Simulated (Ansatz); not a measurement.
# NaH: a single-point run

Wanted: a converged single-point run for NaH, and a check of what comes out. The structure is shown as the input types it.

Method: density functional or hybrid calculation with the settings of its input, plane waves (as first typed), in Ansatz 0.2.0.

3 further runs of the same task are left out: 3 that didn't finish.

## 1. The structure to begin with

Symmetry: Fm-3m, No. 225, cubic system. The conventional cell has a = 4.795 Å, b = 4.795 Å, c = 4.795 Å, α = 90.00°, β = 90.00°, γ = 90.00°. Na (site symmetry m-3m) has 6 H at 2.40 Å as nearest neighbours. Around H (site symmetry m-3m) lie 6 Na at 2.40 Å.

Coordinates:

```cif
data_structure
_symmetry_space_group_name_H-M 'P 1'
_symmetry_Int_Tables_number 1
_cell_length_a 3.3906
_cell_length_b 3.3906
_cell_length_c 3.3906
_cell_angle_alpha 60.000
_cell_angle_beta 60.000
_cell_angle_gamma 60.000
_cell_volume 27.56
loop_
_atom_site_label
_atom_site_type_symbol
_atom_site_fract_x
_atom_site_fract_y
_atom_site_fract_z
_atom_site_occupancy
Na1 Na 0.00000 0.00000 0.00000 1
H1 H 0.50000 0.50000 0.50000 1
```

## 2. Running it

Contents of input.yaml:

```yaml
crystal:
  lattice:
    - [0.0, 2.3975122873, 2.3975122873]
    - [2.3975122873, 0.0, 2.3975122873]
    - [2.3975122873, 2.3975122873, 0.0]
  atoms:
    - { symbol: Na, position: [0.0, 0.0, 0.0] }
    - { symbol: H, position: [0.5, 0.5, 0.5] }
kpoints:
  mp_grid: { grid: [6, 6, 6] }
hamiltonian:
  xc: pbe
scf:
  occupations: { method: fixed }
  n_extra_bands: 4
  max_iter: 5
output:
  forces: true
  stress: true
  eigenvalues: true
```

Started as:

```
> ansatz run input.yaml --threads 4 --pin off --max-ram 3686MiB --backend cpu --events-out ev --progress --plain --runs-dir out
```

Q: Will this input give a usable result? If not, why, and what should change?

This run ends as converged. Convergence says nothing about whether the input makes sense.

In the input, scf.max_iter is 5. The risk: too low a cap on iterations. The run converged, but that does not make its result sound.

Run again and compare: delete scf.max_iter (the default then holds).
